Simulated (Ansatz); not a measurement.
Crystal: TiCo.

```
Co Ti
1.0
     2.98611    0.00000    0.00000
     0.00000    2.98611    0.00000
     0.00000    0.00000    2.98611
Co Ti
1 1
Direct
  0.50000 0.50000 0.50000
  0.00000 0.00000 0.00000
```

The cell comes from a database or a generator and needn't be the stable form of this composition.

Base run:

| Quantity | Value |
| --- | --- |
| Program | Ansatz 0.2.0 |
| Functional | PBEsol |
| Potentials or basis | Ansatz PAW |
| Cutoff | 420 eV (not typed: the program's choice for these potentials) |
| k mesh | 9 × 9 × 9 |
| Occupations | fermi-dirac, width 0.05 eV |
| Spin | no spin polarisation |

Its results: band gap on the k mesh none (metal or under the smearing width); pressure -9.4 GPa.

Q: The run is repeated on the same cell with these changes: spin from no spin polarisation to collinear spin, antiferromagnetic start. What comes out?

A: Band gap on the k mesh none (metal or under the smearing width); pressure -8.1 GPa; net moment 0.71 μB per cell; site moments Co +0.79; Ti -0.03 μB.

Caveats: the PAW data sets come from PBE, with cores solved anew for the run's functional, which leaves a small shift of forces and pressure.
